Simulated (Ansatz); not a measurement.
Crystal: Ni.

```
CELL_PARAMETERS angstrom
0.00000 1.73757 1.73757
1.73757 0.00000 1.73757
1.73757 1.73757 0.00000
ATOMIC_POSITIONS crystal
Ni 0.00000 0.00000 0.00000
```

Base run:

- Program: Ansatz 0.2.0
- Functional: LDA
- Potentials or basis: all-electron LAPW, scalar-relativistic
- Cutoff: 320 eV
- Density cutoff: 1280 eV
- Basis error allowed: 0.001 eV/atom
- k mesh: 13 × 13 × 13
- Occupations: fermi-dirac, width 0.05 eV
- Spin: collinear spin, ferromagnetic start
- Starting moments: [1.0] μB

Its results: pressure -10.3 GPa; net moment 0.62 μB per cell; site moments Ni +0.64 μB.

Task: The run is repeated on the same cell with these changes: functional from LDA to PBE. What comes out?

Result: Pressure 8.1 GPa; net moment 0.63 μB per cell; site moments Ni +0.65 μB.

PBE binds less tightly than LDA, so the same cell stands under more pressure.

Not every run made on this cell is shown here.
